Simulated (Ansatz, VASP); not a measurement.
One calculation of Te, two programs

```xyz
3
Lattice="2.1252 1.2270 6.8858 -2.1252 1.2270 6.8858 0.0000 -2.4540 6.8858" Properties=species:S:1:pos:R:3 pbc="T T T"
Te    0.0000    0.0000    0.0000
Te    0.0000    0.0000    5.0627
Te    0.0000    0.0000   15.5948
```

Alike in both runs: functional PBE; k mesh 12 × 12 × 12; occupations gaussian, width 0.1 eV; no spin polarisation.

Ansatz relaxed the structure, and its values are those at the end. VASP's run is a single point on that final structure, the one shown.

```csv
,VASP,Ansatz
version,VASP 6.6.1,Ansatz 0.2.0
potentials or method,"VASP PAW PBE potentials, release 64 (Te)","scalar-relativistic, plane waves, PAW"
plane-wave cutoff (eV),520,420
valence electrons in the cell,18,48
```

|  | VASP | Ansatz | Ansatz less VASP |
| --- | --- | --- | --- |
| gap on the k mesh at the Fermi level (eV) | 0.21 | 0.22 | +0.011 |
| least direct gap on the mesh (eV) | 0.29 | 0.30 | +0.008 |
| pressure (GPa) | 0.0 | 0.0 | +0.02 |

The two sets of potentials don't hold the same shells in valence.

Caveats: spin-orbit coupling is left out, which moves the levels of the heavy elements.
